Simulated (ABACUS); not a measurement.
Runs of ABACUS 3.10.1 on NiO. The structure is cubic, space group Fm-3m (No. 225). The conventional cell has a = 4.172 Å, b = 4.172 Å, c = 4.172 Å, α = 90.00°, β = 90.00°, γ = 90.00°. Around Ni (site symmetry m-3m) lie 6 O at 2.09 Å. O (site symmetry m-3m) has 6 Ni at 2.09 Å as nearest neighbours. 

```tsv
task	level	potentials or basis	cell	k mesh	cutoff (eV)	threshold of the eigensolver	path	points for each segment of the path	symmetry key	max steps of the relaxation	mesh quality	gap on the mesh (eV)	pressure (GPa)	moment (μB)
single point	r2SCAN	SG15 ONCV 1.2 PBE, plane waves	as given	7 × 7 × 7	1537	-	-	-	1	-	not flagged	(b)	1.5	2.00
single point	revPBE	GBRV ultrasoft 1.5 PBE, plane waves	as given	9 × 9 × 9	544	-	-	-	1	-	not flagged	none	(a)	0.00
relaxation of cell and atoms	revPBE	GBRV ultrasoft 1.5 PBE, plane waves	relaxed	9 × 9 × 9	544	-	-	-	1	60	not flagged	none	0.0	0.01
single point	MS2	SG15 ONCV 1.2 PBE, plane waves	as given	7 × 7 × 7	1537	-	-	-	1	-	not flagged	1.67	370.6	2.00
```

Alike in all rows: spin collinear, ferromagnetic start; smearing fermi-dirac 0.05 eV.

Q: Estimate the missing entries.

A: (a) -1.4; (b) 0.73.

Caveats: the potentials were made for another functional, which shifts forces and pressure; an odd mesh through Γ misses points on the zone boundary, where band edges often lie (some runs); a cell with one magnetic atom can't hold antiferromagnetic order, which such compounds often take (some runs); semilocal functionals often make such compounds metallic where correlation or magnetic order opens a gap, which also shifts bond lengths (some runs); a pressure of tens of GPa on the cell as given is suspect, and the run, the potentials or the cell itself is likely at fault (some runs).

A gap of «none» marks a metal or a gap under the smearing width.

Runs at the PBE level aren't shown here.
